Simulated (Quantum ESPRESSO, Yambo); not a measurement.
An input for Yambo 5.3.0 (SiC (Moissanite)):

```
HF_and_locXC
gw0
dyson
cohsex
em1s
rim_cut
RandQpts= 1000000
RandGvec= 1 RL
EXXRLvcs= 74 Ry
VXCRLvcs= 296 Ry
Chimod= "HARTREE"
% BndsRnXs
 1 | 116 |
%
NGsBlkXs= 10.5 Ry
% LongDrXs
 1 | 1 | 1 |
%
% GbndRnge
 1 | 116 |
%
DysSolver= "n"
ExtendOut
% QPkrange
 1 | 1 | 7 | 10 |
 19 | 19 | 7 | 10 |
 10 | 10 | 7 | 10 |
%
```

```sh
OMP_NUM_THREADS=1 mpirun -n 8 yambo -F gw4.in -J gw4 -C gw4 > gw4.log
```

The stored states that it reads are on a 6×6×4 mesh. Symmetry: P6_3mc, No. 186, hexagonal system. The conventional cell has a = 3.076 Å, b = 3.076 Å, c = 5.048 Å, α = 90.00°, β = 90.00°, γ = 120.00°. Nearest to Si lie 4 C at 1.87 to 1.94 Å. C has 4 Si at 1.87 to 1.94 Å nearest. Farther neighbours are not listed.

Question: How long will it take on 8 MPI ranks of Intel Xeon Platinum 8488C (Sapphire Rapids), shared host, and how much memory?

It took 77 s; on shared hardware allow 38 s to 2.6 min. Peak host memory was 3.8 GiB.

The screening grows as filled bands × empty bands × pairs of k points, times the square of the screening basis for the matrix.

[Paths, hosts, dates, memory and timing lines, banners, echoed tables and standing remarks are left out of the program output.]

[Logs are printed without paths, hosts, clocks, repeated set-up lines and the standing remarks that a program may print on its own settings, such as how far it seeks lower states.]

[Runs of the session that timed out or met a known fault of the program may be left out.]

[Hosts, paths, dates, database ids (printed as entryN), source tags and the programs' standing remarks are cut or masked in the printed files.]
